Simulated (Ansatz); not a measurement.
# GaN: the gap against volume

GaN, P6_3mc, a = 3.218 Å, c = 5.243 Å. Ansatz: PBE, PAW, 420 eV, Γ-centred 12×12×6 mesh on 4 atoms, Gaussian smearing 0.02 eV; no spin polarisation. Shape and atoms are relaxed at each volume; x = ln(V/V0) with V0 = 11.758 Å³/atom. The gap is read at the mesh points alone.

```tsv
x	gap y (eV)
-0.0619	2.121
-0.0305	1.913
0.0000	1.710
0.0296	?
0.0583	1.325
```

Problem. Fit a straight line to the other rows, give the volume deformation potential of the gap and its pressure coefficient, and predict the missing gap. B0 = 172.2 GPa.

Solution. Means x = -0.008525, y = 1.7672; Σ(Δx)² = 0.007870, ΣΔxΔy = -0.05213; the slope is their ratio. y = 1.7108 − 6.6233 x. The slope is the deformation potential a = dE_g/d ln V = -6.62 eV, and dE_g/dP = −a/B0 = 38.5 meV/GPa. At x = 0.0296 the fit asked for gives 1.515 eV. The run gave 1.514 eV, so the fit is 0.001 eV too high, a small miss on the scale of the series.

Semilocal functionals give gaps under the measured ones; changes of the gap mostly carry over better.